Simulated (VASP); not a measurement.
C (a cell with a defect): relaxation of the atoms with PBE

The system is C (a cell with a defect).

```
CELL_PARAMETERS angstrom
7.14400 0.00000 0.00000
0.00000 7.14400 0.00000
0.00000 0.00000 7.14400
ATOMIC_POSITIONS crystal
C 0.75000 0.25000 0.00000
C 0.75000 0.00000 0.25000
C 0.00000 0.00000 0.00000
C 0.25000 0.25000 0.00000
C 0.50000 0.50000 0.00000
C 0.75000 0.75000 0.00000
C 0.25000 0.00000 0.25000
C 0.50000 0.25000 0.25000
C 0.75000 0.50000 0.25000
C 0.50000 0.00000 0.50000
C 0.75000 0.25000 0.50000
C 0.75000 0.00000 0.75000
C 0.00000 0.50000 0.00000
C 0.25000 0.75000 0.00000
C 0.00000 0.25000 0.25000
C 0.25000 0.50000 0.25000
C 0.50000 0.75000 0.25000
C 0.00000 0.00000 0.50000
C 0.25000 0.25000 0.50000
C 0.50000 0.50000 0.50000
C 0.75000 0.75000 0.50000
C 0.25000 0.00000 0.75000
C 0.50000 0.25000 0.75000
C 0.75000 0.50000 0.75000
C 0.00000 0.75000 0.25000
C 0.00000 0.50000 0.50000
C 0.25000 0.75000 0.50000
C 0.00000 0.25000 0.75000
C 0.25000 0.50000 0.75000
C 0.50000 0.75000 0.75000
C 0.00000 0.75000 0.75000
C 0.62500 0.12500 0.12500
C 0.87500 0.37500 0.12500
C 0.87500 0.12500 0.37500
C 0.12500 0.12500 0.12500
C 0.37500 0.37500 0.12500
C 0.62500 0.62500 0.12500
C 0.87500 0.87500 0.12500
C 0.37500 0.12500 0.37500
C 0.62500 0.37500 0.37500
C 0.87500 0.62500 0.37500
C 0.62500 0.12500 0.62500
C 0.87500 0.37500 0.62500
C 0.87500 0.12500 0.87500
C 0.12500 0.62500 0.12500
C 0.37500 0.87500 0.12500
C 0.12500 0.37500 0.37500
C 0.37500 0.62500 0.37500
C 0.62500 0.87500 0.37500
C 0.12500 0.12500 0.62500
C 0.37500 0.37500 0.62500
C 0.62500 0.62500 0.62500
C 0.87500 0.87500 0.62500
C 0.37500 0.12500 0.87500
C 0.62500 0.37500 0.87500
C 0.87500 0.62500 0.87500
C 0.12500 0.87500 0.37500
C 0.12500 0.62500 0.62500
C 0.37500 0.87500 0.62500
C 0.12500 0.37500 0.87500
C 0.37500 0.62500 0.87500
C 0.56250 0.93750 0.93750
C 0.12500 0.87500 0.87500
```

The cell was built by a generator and needn't be a form met in nature.

```json
{"Program": "VASP 6.6.1", "Task": "relaxation of the atoms", "Functional": "PBE", "Potentials or basis": "VASP PAW PBE potentials, release 64 (C)", "Cutoff": "450 eV", "k mesh": "2 × 2 × 2", "Occupations": "fermi-dirac, width 0.05 eV", "Spin": "no spin polarisation", "Further INCAR settings": "ALGO = Fast; EDIFF = 1e-06; IBRION = 2; EDIFFG = -0.005; NSW = 60; NELECT = 253"}
```

- Energy gained by relaxing: 17.3 meV/atom
- Ionic steps: 14
- Largest force after relaxing: 0.004 eV/Å
- Band gap on the k mesh: none (metal or under the smearing width)

Forces in eV/Å, atoms in the order of the input:
```
C    0.001  0.001 -0.002
C    0.001 -0.002  0.001
C    0.002  0.000  0.000
C    0.000  0.000  0.003
C    0.000 -0.002  0.000
C    0.001 -0.001  0.000
C    0.000  0.003  0.000
C   -0.003  0.000  0.000
C   -0.001  0.001  0.001
C    0.000  0.000 -0.002
C   -0.001  0.001  0.001
C    0.001  0.000 -0.001
C    0.002 -0.002 -0.001
C   -0.001 -0.001 -0.002
C   -0.001  0.001  0.001
C   -0.001  0.001  0.001
C    0.002 -0.001  0.001
C    0.002 -0.001 -0.002
C   -0.001  0.001  0.001
C    0.001 -0.002 -0.002
C   -0.001  0.001  0.001
C   -0.001 -0.002 -0.001
C    0.002  0.001 -0.001
C   -0.001  0.001  0.001
C   -0.001  0.001  0.001
C    0.002 -0.002 -0.002
C   -0.001  0.001  0.001
C   -0.001  0.001  0.001
C   -0.001  0.001  0.001
C    0.000 -0.001 -0.001
C   -0.001  0.001  0.001
C    0.000  0.001  0.001
C    0.001 -0.001 -0.001
C    0.001 -0.001 -0.001
C    0.001 -0.001 -0.001
C    0.001 -0.001 -0.001
C   -0.002 -0.001  0.001
C    0.001  0.002  0.001
C    0.001 -0.001 -0.001
C   -0.001  0.002  0.002
C    0.001 -0.001 -0.001
C   -0.002  0.001 -0.001
C    0.001 -0.001 -0.001
C    0.001  0.001  0.002
C    0.001 -0.001 -0.001
C   -0.001  0.000  0.001
C   -0.002  0.002  0.002
C    0.001 -0.001 -0.001
C    0.000  0.000  0.002
C    0.001 -0.001 -0.001
C    0.001 -0.001 -0.001
C    0.003  0.000  0.000
C    0.000 -0.003  0.000
C   -0.001  0.001  0.000
C    0.000  0.002  0.000
C    0.000  0.000 -0.003
C   -0.002  0.001  0.002
C    0.001 -0.001 -0.001
C   -0.001  0.002 -0.001
C   -0.002  0.002  0.001
C   -0.001 -0.001  0.002
C    0.000  0.000  0.000
C   -0.002  0.000  0.000
```

Step by step:
| step | energy change (eV) | largest force (eV/Å) | pressure (GPa) |
| --- | --- | --- | --- |
| 1 | 0.0000 | 3.1004 | 3.05 |
| 2 | 0.5363 | 3.7530 | 5.61 |
| 3 | -0.7798 | 0.8349 | 3.55 |
| 4 | -0.9831 | 0.6847 | 3.44 |
| 5 | -0.9962 | 0.4807 | 3.44 |
| 6 | -1.0558 | 0.3846 | 3.39 |
| 7 | -1.0658 | 0.2710 | 3.39 |
| 8 | -1.0847 | 0.1262 | 3.39 |
| 9 | -1.0867 | 0.0735 | 3.39 |
| 10 | -1.0879 | 0.0491 | 3.41 |
| 11 | -1.0883 | 0.0252 | 3.41 |
| 12 | -1.0884 | 0.0154 | 3.42 |
| 13 | -1.0885 | 0.0079 | 3.42 |
| 14 | -1.0885 | 0.0039 | 3.42 |

Final structure:
```
C
1.0
     7.14400    0.00000    0.00000
     0.00000    7.14400    0.00000
     0.00000    0.00000    7.14400
C
63
Direct
  0.75307 0.25088 0.00052
  0.75307 0.00052 0.25088
  0.00040 0.99956 0.99956
  0.25593 0.24407 0.99713
  0.50044 0.49960 0.99956
  0.74616 0.75384 0.01282
  0.25593 0.99713 0.24407
  0.50287 0.24407 0.24407
  0.75062 0.49910 0.25175
  0.50044 0.99956 0.49960
  0.75062 0.25175 0.49910
  0.74616 0.01282 0.75384
  0.99932 0.50068 0.00101
  0.24912 0.74693 0.00052
  0.00242 0.24905 0.24905
  0.25095 0.49758 0.24905
  0.49948 0.74693 0.25088
  0.99932 0.00101 0.50068
  0.25095 0.24905 0.49758
  0.49899 0.50068 0.50068
  0.74772 0.75228 0.50354
  0.24912 0.00052 0.74693
  0.49948 0.25088 0.74693
  0.74772 0.50354 0.75228
  0.00090 0.74938 0.25175
  0.99940 0.50060 0.50060
  0.24825 0.74938 0.49910
  0.00090 0.25175 0.74938
  0.24825 0.49910 0.74938
  0.48718 0.75384 0.75384
  0.99646 0.75228 0.75228
  0.63782 0.12116 0.12116
  0.87675 0.37590 0.12562
  0.87675 0.12562 0.37590
  0.12854 0.12272 0.12272
  0.37728 0.37146 0.12272
  0.62552 0.62412 0.12807
  0.87588 0.87448 0.12807
  0.37728 0.12272 0.37146
  0.62601 0.37432 0.37432
  0.87405 0.62595 0.37742
  0.62552 0.12807 0.62412
  0.87405 0.37742 0.62595
  0.87588 0.12807 0.87448
  0.12410 0.62325 0.12562
  0.37884 0.86218 0.12116
  0.12560 0.37440 0.37440
  0.37438 0.62325 0.37590
  0.62456 0.87544 0.37540
  0.12410 0.12562 0.62325
  0.37438 0.37590 0.62325
  0.62213 0.63093 0.63093
  0.86907 0.87787 0.63093
  0.37884 0.12116 0.86218
  0.62456 0.37540 0.87544
  0.86907 0.63093 0.87787
  0.12568 0.87399 0.37432
  0.12258 0.62595 0.62595
  0.37193 0.87448 0.62412
  0.12568 0.37432 0.87399
  0.37193 0.62412 0.87448
  0.56250 0.93750 0.93750
  0.12460 0.87544 0.87544
```

Levels at points of the mesh, in eV from the Fermi level:
```
           k point  band 122  band 123  band 124  band 125  band 126  band 127  band 128  band 129  band 130  band 131
(0.00, 0.00, 0.00)     -3.11     -2.34     -2.34     -1.87      0.34      0.34      1.77      2.78      2.78      2.91
(0.50, 0.00, 0.00)     -3.28     -3.14     -2.77     -2.70     -0.40     -0.15      1.60      2.54      2.89      3.62
(0.50, 0.50, 0.00)     -3.37     -3.06     -2.26     -2.14     -0.55      0.02      1.79      3.79      4.13      4.18
(0.50, 0.50, 0.50)     -3.17     -3.17     -2.57     -2.57     -0.13     -0.13      1.95      3.96      4.01      4.01
```

Wall time 39 min on 1 thread of Intel(R) Xeon(R) Platinum 8259CL CPU @ 2.50GHz (Skylake/Cascade Lake), with other jobs on the host, peak memory 0.43 GiB.

Caveat: the k mesh is coarse (spacing up to 0.44 Å⁻¹), so the values aren't converged; the cell is charged against a uniform background, so pressure and absolute levels hang on convention; the cutoff is under 1.25 times the usual one of these potentials, so pressure, stress and relaxed cells hold a basis-set (Pulay) error.
